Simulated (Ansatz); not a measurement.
Runs of Ansatz 0.2.0 on TiB2. It takes space group P6/mmm (No. 191, hexagonal). The conventional cell has a = 3.029 Å, b = 3.029 Å, c = 3.228 Å, α = 90.00°, β = 90.00°, γ = 120.00°. Ti (site symmetry 6/mmm) is surrounded by 12 B at 2.38 Å. B (site symmetry -6m2) has 3 B at 1.75 Å as nearest neighbours. 

| task | level | U | cell | k mesh | cutoff (eV) | points for each segment of the path | hubbard projectors | double counting | gap on the mesh (eV) | pressure (GPa) |
| --- | --- | --- | --- | --- | --- | --- | --- | --- | --- | --- |
| band structure | LDA | - | as given | 10 × 10 × 8 | 420 | 14 | - | - | none | (a) |
| band structure | BLYP | - | as given | 10 × 10 × 8 | 420 | 14 | - | - | none | 6.6 |
| phonons | r2SCAN | - | as given | 8 × 8 × 7 | 500 | - | - | - | none | - |
| density of states | PBEsol | - | as given | 10 × 10 × 8 | 420 | - | - | - | none | -5.1 |
| relaxation of cell and atoms | LDA+U | Ti d U = 8 eV | relaxed | 10 × 10 × 8 | 420 | - | ortho-atomic (the default) | fll (the default) | none | 0.0 |

Alike in all rows: potentials or basis Ansatz PAW; no spin polarisation; smearing fermi-dirac 0.05 eV.

**Question.** Estimate the missing entries.

**Answer.** (a) -11.2.

Caveats: the PAW data sets come from PBE, with cores solved anew for the run's functional, which leaves a small shift of forces and pressure; the plane-wave basis is chosen anew once the cell has moved, so the energies of steps on either side of that aren't comparable (some runs); U without spin polarisation on a metal has little footing (some runs); the U is typed as a test and isn't derived for this compound (some runs).

A gap of «none» marks a metal or a gap under the smearing width.

Runs at the PBE level aren't shown here.
